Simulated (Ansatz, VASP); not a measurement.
One calculation of SnTe, two programs

```xyz
2
Lattice="0.0000 3.1509 3.1509 3.1509 0.0000 3.1509 3.1509 3.1509 0.0000" Properties=species:S:1:pos:R:3 pbc="T T T"
Te    3.1509    3.1509    3.1509
Sn    0.0000    0.0000    0.0000
```

Alike in both runs: task single point; functional RPBE; k mesh 7 × 7 × 7; occupations gaussian, width 0.02 eV; no spin polarisation.

|  | VASP | Ansatz |
| --- | --- | --- |
| version | VASP 6.6.1 | Ansatz 0.2.0 |
| potentials or method | VASP PAW PBE potentials, release 64 (Te, Sn_d) | Ansatz PAW |
| plane-wave cutoff (eV) | 520 | 420 |
| valence electrons in the cell | 20 | 30 |

```tsv
	VASP	Ansatz	Ansatz less VASP
gap on the k mesh at the Fermi level (eV)	0.66	0.66	+0.001
least direct gap on the mesh (eV)	0.66	0.66	+0.001
pressure (GPa)	3.6	3.7	+0.03
```

With one functional, cell and mesh, what is left measures potentials, basis and numerics. The two sets of potentials don't hold the same shells in valence.

Caveats: the PAW data sets were made with another functional, which shifts forces and pressure a little (VASP); the PAW data sets come from PBE, with cores solved anew for the run's functional, which leaves a small shift of forces and pressure (Ansatz). The runs have no spin-orbit coupling, so splittings on Te are missing.
